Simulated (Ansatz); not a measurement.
The system is WC.

```
W C
1.0
     1.64035   -2.11804    0.00000
     1.64035    2.11804    0.00000
     0.00000    0.00000    4.30942
W C
1 1
Direct
  0.50000 0.50000 0.50000
  0.00000 0.00000 0.00000
```

The cell was built by a generator and needn't be a form met in nature.

- Program: Ansatz 0.2.0
- Task: relaxation of cell and atoms
- Functional: HSE06
- Potentials or basis: Ansatz PAW
- Cutoff: 420 eV (not typed: the program's choice for these potentials)
- k mesh: 5 × 5 × 3
- Occupations: fermi-dirac, width 0.05 eV
- Spin: no spin polarisation

At the start: volume 14.97 Å³/atom.

Where does the relaxation end?

It ends after 18 steps and the volume is 11.15 Å³/atom (-25.5 %); space group Cmmm (No. 65, to 0.05 Å).

The path:
```csv
step,energy change (eV),largest force (eV/Å),volume (Å³)
1,0.0000,0.0000,29.94
2,-0.8920,0.0000,27.66
3,-1.7541,0.0000,25.77
4,-2.5489,0.0000,24.15
5,-3.2721,0.0000,22.67
6,-3.7536,0.0000,21.61
7,-4.0310,0.0000,21.48
8,-4.2709,0.0000,21.41
9,-4.2948,0.0000,22.54
10,-4.3003,0.0000,22.22
11,-4.3028,0.0000,22.23
12,-4.3029,0.0000,22.22
13,-4.3029,0.0000,22.22
14,-4.3062,0.0000,22.22
15,-4.3064,0.0000,22.27
16,-4.3065,0.0000,22.30
17,-4.3065,0.0000,22.31
18,-4.3066,0.0000,22.31
```

Final structure:
```xyz
2
Lattice="1.5140 -2.4892 0.0000 1.5140 2.4892 0.0000 0.0000 0.0000 2.9595" Properties=species:S:1:pos:R:3 pbc="T T T"
W     1.5140    0.0000    1.4797
C     0.0000    0.0000    0.0000
```

Caveat: the k mesh is coarse (spacing up to 0.49 Å⁻¹), so the values aren't converged, least of all with exact exchange; the volume moved by over 15 % at a fixed basis, so the end points are rough; the plane-wave basis is chosen anew once the cell has moved, so the energies of steps on either side of that aren't comparable; the PAW data sets come from PBE, with cores solved anew for the run's functional, which leaves a small shift of forces and pressure.
